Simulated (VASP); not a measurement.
# InSe (P-6m2) in VASP: settings compared, part 2 of 3

VASP 6.6.1.

**3. Optical spectrum, PBEsol**

The input, INCAR:

```
ALGO = Normal ; CSHIFT = 0.1
EDIFF = 1E-6 ; ENCUT = 520
GGA = PS ; ISIF = 2
ISMEAR = 0 ; KPAR = 2
LASPH = T ; LCHARG = F
LOPTICS = T ; LREAL = F
LWAVE = F ; NBANDS = 62
NEDOS = 2000 ; NELM = 80
PREC = Accurate ; SIGMA = 0.03
```

The input, KPOINTS:

```
k-points
0
Gamma
  9 9 2
```

The input, POSCAR:

```
InSe                                    
1.0
    4.0561362589      0.0000000000      0.0000000000
   -2.0280681295      3.5127170414     -0.0000000000
    0.0000000000     -0.0000000000     16.7491949898
  In              Se            
     4     4
Direct
     1.0000000000000000    1.0000000000000000    0.5837577423818349
     1.0000000000000000    1.0000000000000000    0.4162422576181651
     0.3333333300000021    0.6666666699999979    0.9162323022865825
     0.3333333300000021    0.6666666699999979    0.0837676977134175
     0.6666666699999979    0.3333333300000021    0.8392092269855985
     0.6666666699999979    0.3333333300000021    0.1607907730144015
     0.3333333300000021    0.6666666699999979    0.6606754469427455
     0.3333333300000021    0.6666666699999979    0.3393245530572546
```

Potentials or basis: VASP PAW PBE potentials, release 64 (In_d, Se).

Run with:

```console
$ cat potpaw_PBE.64/In_d/POTCAR potpaw_PBE.64/Se/POTCAR > POTCAR
$ mpirun -np 2 vasp_std > vasp.out
```

OUTCAR:

```text
EDIFF = 1E-6
   ENCUT = 520
   GGA = PS
   ISIF = 2
   ISMEAR = 0
   LASPH = T
   LREAL = F
   NELM = 80
   PREC = Accurate

 ion  position               nearest neighbor table
   1  0.000  0.000  0.584-   7 2.67   7 2.67   7 2.67   2 2.81
   2  0.000  0.000  0.416-   8 2.67   8 2.67   8 2.67   1 2.81
   3  0.333  0.667  0.916-   5 2.67   5 2.67   5 2.67   4 2.81
[... 1638 lines left out ...]
     1.23520    11.17023    11.17023     4.10434    -0.00000    -0.00000     0.00000
     1.54400     9.86433     9.86433     9.02300    -0.00000    -0.00000     0.00000
[... 92 lines left out ...]
    30.26233     0.75063     0.75063     0.75142     0.00000     0.00000     0.00000
    30.57113     0.75660     0.75660     0.75741     0.00000     0.00000     0.00000

  frequency dependent IMAGINARY DIELECTRIC FUNCTION (independent particle, no local field effects) current-current
     E(ev)      X         Y         Z        XY        YZ        ZX
  --------------------------------------------------------------------------------------------------------------
     0.00000   107.03546   107.03546  1083.55017    -0.00000     0.00000    -0.00000
     0.30880     5.45071     5.45071    16.13151    -0.00000     0.00000    -0.00000
     0.61760     2.90046     2.90046     4.74346    -0.00000     0.00000    -0.00000
     0.92640     2.25283     2.25283     7.56808    -0.00000     0.00000    -0.00000
     1.23520     3.45685     3.45685     4.27231    -0.00000     0.00000    -0.00000
     1.54400     1.89228     1.89228     2.33578    -0.00000     0.00000    -0.00000
[... 92 lines left out ...]
    30.26233     0.00033     0.00033     0.00034    -0.00000    -0.00000    -0.00000
    30.57113     0.00030     0.00030     0.00031    -0.00000    -0.00000    -0.00000

  frequency dependent      REAL DIELECTRIC FUNCTION (independent particle, no local field effects) current-current
     E(ev)        X           Y           Z          XY          YZ          ZX
  --------------------------------------------------------------------------------------------------------------
     0.00000     9.23177     9.23177    -0.90258    -0.00000    -0.00000    -0.00000
     0.30880     9.30534     9.30534   -23.40517    -0.00000    -0.00000    -0.00000
     0.61760     9.54893     9.54893     5.34977    -0.00000    -0.00000    -0.00000
     0.92640    10.07111    10.07111    12.27965    -0.00000    -0.00000    -0.00000
     1.23520    10.86186    10.86186     4.18484    -0.00000    -0.00000    -0.00000
     1.54400     9.76883     9.76883     9.27773    -0.00000    -0.00000    -0.00000
[... 92 lines left out ...]
    30.26233     0.75070     0.75070     0.75258     0.00000     0.00000     0.00000
    30.57113     0.75668     0.75668     0.75854     0.00000     0.00000     0.00000
```

OSZICAR:

```text
N       E                     dE             d eps       ncg     rms          rms(c)
DAV:   1     0.784770841379E+03    0.78477E+03   -0.31967E+04  2988   0.135E+03
DAV:   2     0.996747598698E+02   -0.68510E+03   -0.64350E+03  2976   0.384E+02
DAV:   3    -0.229007114178E+02   -0.12258E+03   -0.11705E+03  3464   0.160E+02
DAV:   4    -0.317691049237E+02   -0.88684E+01   -0.87746E+01  3656   0.437E+01
DAV:   5    -0.320781619993E+02   -0.30906E+00   -0.30880E+00  3682   0.856E+00    0.950E+00
DAV:   6    -0.312143437702E+02    0.86382E+00   -0.79549E-01  4110   0.131E+01    0.553E+00
DAV:   7    -0.311680023755E+02    0.46341E-01   -0.70120E-01  4226   0.418E+00    0.129E+00
DAV:   8    -0.311611681747E+02    0.68342E-02   -0.71626E-02  4306   0.225E+00    0.981E-01
DAV:   9    -0.311612958264E+02   -0.12765E-03   -0.12903E-02  3496   0.395E-01    0.403E-01
DAV:  10    -0.311612885256E+02    0.73008E-05   -0.11184E-03  4812   0.247E-01    0.156E-01
DAV:  11    -0.311614357798E+02   -0.14725E-03   -0.55730E-04  3634   0.147E-01    0.385E-02
DAV:  12    -0.311614327019E+02    0.30779E-05   -0.54766E-05  4520   0.607E-02    0.223E-02
DAV:  13    -0.311614356814E+02   -0.29796E-05   -0.83046E-06  3360   0.123E-02    0.171E-02
DAV:  14    -0.311614390423E+02   -0.33609E-05   -0.33376E-06  2676   0.119E-02    0.649E-03
DAV:  15    -0.311614390590E+02   -0.16704E-07   -0.52789E-07  2616   0.511E-03
   1 F= -.31161439E+02 E0= -.31161439E+02  d E =-.116094E-06
 imaginary and real dielectric function
```

Wall time 1.9 min (2 MPI ranks of Intel Xeon 6975P-C (Granite Rapids), shared host); peak memory 0.8 GiB.

What came out:

```
Free energy            : -31.1614 eV
Pressure               : -1.4 GPa
Largest force          : 0.237 eV/Å
Band gap on the k mesh : 0.16 eV, direct
```

Forces in eV/Å, atoms in the order of the input:
```
In   0.000  0.000  0.081
In   0.000  0.000 -0.081
In   0.000  0.000 -0.087
In   0.000  0.000  0.087
Se   0.000  0.000  0.237
Se   0.000  0.000 -0.237
Se   0.000  0.000 -0.228
Se   0.000  0.000  0.228
```

Stress tensor (GPa, compression positive):
```
-1.49  0.00  0.00
 0.00 -1.49  0.00
 0.00  0.00 -1.26
```

Levels at points of the mesh, in eV from the valence-band top:
| k point | band 34 | band 35 | band 36 | band 37 | band 38 | band 39 | band 40 | band 41 | band 42 | band 43 |
| --- | --- | --- | --- | --- | --- | --- | --- | --- | --- | --- |
| (0.00, 0.00, 0.00) | -1.22 | -1.22 | -1.15 | -1.15 | 0.00 | 0.16 | 1.58 | 1.87 | 1.97 | 4.09 |
| (0.00, 0.00, 0.50) | -1.18 | -1.18 | -1.18 | -0.99 | -0.95 | 1.02 | 1.10 | 1.94 | 1.97 | 4.14 |

Dielectric function (mean over the directions given):
| energy (eV) | real part | imaginary part |
| --- | --- | --- |
| 0.28 | 0.37 | 14.45 |
| 0.74 | 9.01 | 1.11 |
| 1.20 | 8.62 | 2.54 |
| 1.76 | 11.38 | 1.02 |
| 2.22 | 12.95 | 4.59 |
| 2.78 | 13.90 | 9.95 |
| 3.24 | 9.50 | 15.29 |
| 3.80 | 3.65 | 12.69 |
| 4.26 | 0.26 | 11.25 |
| 4.72 | 0.49 | 8.38 |
| 5.28 | 0.48 | 7.19 |
| 5.74 | 0.12 | 7.37 |
| 6.30 | -2.90 | 7.15 |
| 6.76 | -3.47 | 4.88 |
| 7.32 | -2.44 | 2.78 |
| 7.78 | -1.95 | 2.99 |
| 8.24 | -1.49 | 2.43 |
| 8.80 | -1.56 | 2.19 |
| 9.26 | -1.68 | 1.83 |
| 9.82 | -1.45 | 1.54 |
| 10.28 | -1.36 | 1.38 |
| 10.84 | -1.23 | 0.93 |
| 11.30 | -1.04 | 0.76 |
| 11.86 | -0.82 | 0.59 |
| 12.32 | -0.74 | 0.41 |
| 12.78 | -0.51 | 0.33 |
| 13.34 | -0.37 | 0.23 |
| 13.80 | -0.21 | 0.21 |
| 14.36 | -0.11 | 0.19 |
| 14.82 | -0.03 | 0.13 |
| 15.38 | 0.15 | 0.09 |
| 15.84 | 0.26 | 0.13 |
| 16.30 | 0.31 | 0.21 |
| 16.86 | 0.28 | 0.16 |
| 17.32 | 0.42 | 0.12 |
| 17.88 | 0.52 | 0.24 |
| 18.34 | 0.47 | 0.31 |
| 18.90 | 0.29 | 0.29 |
| 19.36 | 0.36 | 0.13 |
| 19.92 | 0.48 | 0.17 |

Caveat: independent-particle spectra lack excitons; the PAW data sets were made with another functional, which shifts forces and pressure a little; spin-orbit coupling is left out, which moves the levels of the heavy elements; this functional lacks dispersion, which binds the layers, so the pressure and a relaxed spacing across them are unreliable.

**4. Density of states, PBEsol**

POSCAR is that of step 3.

The input, INCAR.step1:

```
ALGO = Normal
EDIFF = 1E-6
ENCUT = 520
GGA = PS
ISIF = 2
ISMEAR = 0
KPAR = 2
LASPH = T
LCHARG = T
LREAL = F
LWAVE = F
NELM = 80
PREC = Accurate
SIGMA = 0.03
```

The input, KPOINTS.step1:

```
k-points
0
Gamma
  9 9 2
```

The input, INCAR.step2:

```
ALGO = Normal
EDIFF = 1E-6
ENCUT = 520
GGA = PS
ICHARG = 11
ISIF = 2
ISMEAR = -5
KPAR = 2
LASPH = T
LCHARG = F
LORBIT = 11
LREAL = F
LWAVE = F
NEDOS = 2001
NELM = 80
PREC = Accurate
SIGMA = 0.03
```

The input, KPOINTS.step2:

```
k-points
0
Gamma
  14 14 3
```

Potentials or basis: VASP PAW PBE potentials, release 64 (In_d, Se).

Run with:

```console
$ cat potpaw_PBE.64/In_d/POTCAR potpaw_PBE.64/Se/POTCAR > POTCAR
$ cp INCAR.step1 INCAR
$ cp KPOINTS.step1 KPOINTS
$ mpirun -np 2 vasp_std > vasp.out
$ cp INCAR.step2 INCAR
$ cp KPOINTS.step2 KPOINTS
$ mpirun -np 2 vasp_std > vasp.out
```

OUTCAR:

```text
EDIFF = 1E-6
   ENCUT = 520
   GGA = PS
   ICHARG = 11
   ISIF = 2
   ISMEAR = -5
   LASPH = T
   LORBIT = 11
   LREAL = F
   NELM = 80
   PREC = Accurate

 ion  position               nearest neighbor table
   1  0.000  0.000  0.584-   7 2.67   7 2.67   7 2.67   2 2.81
   2  0.000  0.000  0.416-   8 2.67   8 2.67   8 2.67   1 2.81
   3  0.333  0.667  0.916-   5 2.67   5 2.67   5 2.67   4 2.81
   4  0.333  0.667  0.084-   6 2.67   6 2.67   6 2.67   3 2.81
   5  0.667  0.333  0.839-   3 2.67   3 2.67   3 2.67
   6  0.667  0.333  0.161-   4 2.67   4 2.67   4 2.67
   7  0.333  0.667  0.661-   1 2.67   1 2.67   1 2.67
   8  0.333  0.667  0.339-   2 2.67   2 2.67   2 2.67

  LATTYP: Found a hexagonal cell.
[... 1375 lines left out ...]
     0.000000000  0.000000000 16.749194990     0.000000000  0.000000000  0.059704362

 POSITION                                       TOTAL-FORCE (eV/Angst)
 -----------------------------------------------------------------------------------
      0.00000      0.00000      9.77747         0.000000     -0.000000      0.081533
      0.00000      0.00000      6.97172         0.000000     -0.000000     -0.081533
     -0.00000      2.34181     15.34615        -0.000000      0.000000     -0.088405
     -0.00000      2.34181      1.40304        -0.000000     -0.000000      0.088405
      2.02807      1.17091     14.05608         0.000000     -0.000000      0.236811
      2.02807      1.17091      2.69312         0.000000     -0.000000     -0.236811
     -0.00000      2.34181     11.06578         0.000000     -0.000000     -0.227958
     -0.00000      2.34181      5.68341         0.000000     -0.000000      0.227958
 -----------------------------------------------------------------------------------
    total drift:                                0.008486     -0.004899     -0.000000

  FREE ENERGIE OF THE ION-ELECTRON SYSTEM (eV)
  ---------------------------------------------------
  free  energy   TOTEN  =       -31.1630525059 eV

  energy  without entropy=      -31.1630525059  energy(sigma->0) =      -31.16305251

 total charge

# of ion       s       p       d       tot
------------------------------------------
    1        0.860   0.647   9.881  11.388
    2        0.860   0.647   9.881  11.388
    3        0.859   0.646   9.881  11.385
    4        0.859   0.646   9.881  11.385
    5        1.477   2.305   0.022   3.803
    6        1.477   2.305   0.022   3.803
    7        1.476   2.305   0.022   3.803
    8        1.476   2.305   0.022   3.803
--------------------------------------------------
tot          9.342  11.806  39.610  60.759
```

OUTCAR.step1:

```text
EDIFF = 1E-6
   ENCUT = 520
   GGA = PS
   ISIF = 2
[... 1397 lines left out ...]
      2.02807      1.17091     14.05608        -0.000000      0.000000      0.236949
      2.02807      1.17091      2.69312        -0.000000      0.000000     -0.236949
     -0.00000      2.34181     11.06578         0.000000      0.000000     -0.228142
     -0.00000      2.34181      5.68341         0.000000      0.000000      0.228142
 -----------------------------------------------------------------------------------
    total drift:                                0.000017     -0.000010      0.000000

  FREE ENERGIE OF THE ION-ELECTRON SYSTEM (eV)
  ---------------------------------------------------
  free  energy   TOTEN  =       -31.1614389265 eV

  energy  without entropy=      -31.1614388100  energy(sigma->0) =      -31.16143887
```

OSZICAR.step1:

```text
N       E                     dE             d eps       ncg     rms          rms(c)
DAV:   1     0.778142984867E+03    0.77814E+03   -0.34071E+04  2160   0.187E+03
DAV:   2     0.899500705977E+02   -0.68819E+03   -0.67344E+03  2160   0.478E+02
DAV:   3    -0.238858943724E+02   -0.11384E+03   -0.11048E+03  2620   0.203E+02
DAV:   4    -0.317955457363E+02   -0.79097E+01   -0.78510E+01  2576   0.513E+01
DAV:   5    -0.320801658457E+02   -0.28462E+00   -0.28432E+00  2715   0.101E+01    0.988E+00
DAV:   6    -0.312131579788E+02    0.86701E+00   -0.17667E+00  2826   0.179E+01    0.533E+00
DAV:   7    -0.311685826485E+02    0.44575E-01   -0.87733E-01  3147   0.556E+00    0.147E+00
DAV:   8    -0.311611634496E+02    0.74192E-02   -0.86087E-02  3121   0.284E+00    0.101E+00
DAV:   9    -0.311615837317E+02   -0.42028E-03   -0.15505E-02  2587   0.518E-01    0.330E-01
DAV:  10    -0.311612694745E+02    0.31426E-03   -0.19138E-03  3068   0.474E-01    0.176E-01
DAV:  11    -0.311614349877E+02   -0.16551E-03   -0.78325E-04  2624   0.138E-01    0.339E-02
DAV:  12    -0.311614338179E+02    0.11698E-05   -0.48363E-05  3404   0.359E-02    0.221E-02
DAV:  13    -0.311614383285E+02   -0.45106E-05   -0.10107E-05  2043   0.208E-02    0.951E-03
DAV:  14    -0.311614389265E+02   -0.59803E-06   -0.98770E-07  1576   0.111E-02
   1 F= -.31161439E+02 E0= -.31161439E+02  d E =-.116553E-06
```

It took 2.9 min on 2 MPI ranks of Intel Xeon 6975P-C (Granite Rapids), shared host; peak memory 0.55 GiB.

What came out:

| Item | Value |
| --- | --- |
| Valence electrons inside the program's atomic spheres | In 11.39, 11.38; Se 3.80 |

States per cell in windows of 1 eV (zero at the valence-band top; states under -8 eV left out):
| from (eV) | total | Se5_p | Se6_p | Se7_p | Se8_p | In1_s | In2_s |
| --- | --- | --- | --- | --- | --- | --- | --- |
| -8.0 | 0.00 | 0.00 | 0.00 | 0.00 | 0.00 | 0.00 | 0.00 |
| -7.0 | 3.35 | 0.10 | 0.10 | 0.11 | 0.11 | 0.37 | 0.37 |
| -6.0 | 2.91 | 0.15 | 0.15 | 0.15 | 0.15 | 0.22 | 0.22 |
| -5.0 | 1.47 | 0.08 | 0.08 | 0.09 | 0.09 | 0.10 | 0.10 |
| -4.0 | 4.58 | 0.37 | 0.37 | 0.37 | 0.37 | 0.04 | 0.04 |
| -3.0 | 7.98 | 0.81 | 0.81 | 0.80 | 0.80 | 0.03 | 0.03 |
| -2.0 | 6.29 | 0.64 | 0.64 | 0.64 | 0.64 | 0.04 | 0.04 |
| -1.0 | 1.34 | 0.13 | 0.13 | 0.14 | 0.14 | 0.01 | 0.01 |
| 0.0 | 0.06 | 0.00 | 0.00 | 0.00 | 0.00 | 0.00 | 0.00 |
| 1.0 | 4.55 | 0.24 | 0.24 | 0.23 | 0.23 | 0.20 | 0.20 |
| 2.0 | 3.38 | 0.16 | 0.16 | 0.17 | 0.17 | 0.14 | 0.14 |
| 3.0 | 4.57 | 0.12 | 0.12 | 0.12 | 0.12 | 0.03 | 0.03 |
| 4.0 | 1.47 | 0.05 | 0.05 | 0.03 | 0.03 | 0.01 | 0.01 |

Caveat: the PAW data sets were made with another functional, which shifts forces and pressure a little; this functional lacks dispersion, which binds the layers, so the pressure and a relaxed spacing across them are unreliable.

**5. Band structure, PBEsol**

The input, INCAR:

```
PREC = Accurate
ENCUT = 520
EDIFF = 1E-6
ISMEAR = 0
SIGMA = 0.03
LREAL = False
LASPH = True
NELM = 80
ALGO = Normal
ISIF = 2
LWAVE = False
LCHARG = False
GGA = PS
KPAR = 2
```

The input, KPOINTS:

```
Automatic mesh
0
Gamma
  6 6 1
```

POSCAR is that of step 4.

The input, KPOINTS_OPT:

```
explicit points
6
Reciprocal
 0.0000000000  0.0000000000  0.0000000000 1
 0.0000000000  0.0000000000  0.5000000000 1
 0.3333333333  0.3333333333  0.5000000000 1
 0.3333333333  0.3333333333  0.0000000000 1
 0.5000000000  0.0000000000  0.5000000000 1
 0.5000000000  0.0000000000  0.0000000000 1
```

Run with:

```console
$ cat potpaw_PBE.64/In_d/POTCAR potpaw_PBE.64/Se/POTCAR > POTCAR
$ mpirun -np 2 vasp_std > vasp.out
```

It took 43 s on 2 MPI ranks of Intel Xeon 6975P-C (Granite Rapids), shared host; peak memory 0.35 GiB.

The run converged. Its results:

```
Free energy             : -31.1366 eV
Pressure                : -1.4 GPa
Largest force           : 0.236 eV/Å
Band gap on the k mesh  : 0.16 eV, direct
Band gap along the path : 0.16 eV, direct
```

Forces on the atoms (eV/Å):
```
In   0.000  0.000  0.064
In   0.000  0.000 -0.064
In   0.000  0.000 -0.070
In   0.000  0.000  0.070
Se   0.000  0.000  0.236
Se   0.000  0.000 -0.236
Se   0.000  0.000 -0.225
Se   0.000  0.000  0.225
```

Stress tensor (GPa, compression positive):
```
-1.48  0.00  0.00
 0.00 -1.48  0.00
 0.00  0.00 -1.29
```

Levels at points of the mesh, in eV from the valence-band top:
```csv
k point,band 36,band 37,band 38,band 39,band 40,band 41
"(0.00, 0.00, 0.00)",-1.15,-1.15,0.00,0.16,1.57,1.87
"(0.50, 0.00, 0.00)",-2.00,-1.84,-1.57,1.16,1.22,1.63
```

Caveat: the PAW data sets were made with another functional, which shifts forces and pressure a little; spin-orbit coupling is left out, which moves the levels of the heavy elements; this functional lacks dispersion, which binds the layers, so the pressure and a relaxed spacing across them are unreliable.

(Continued in part 3 of 3.)
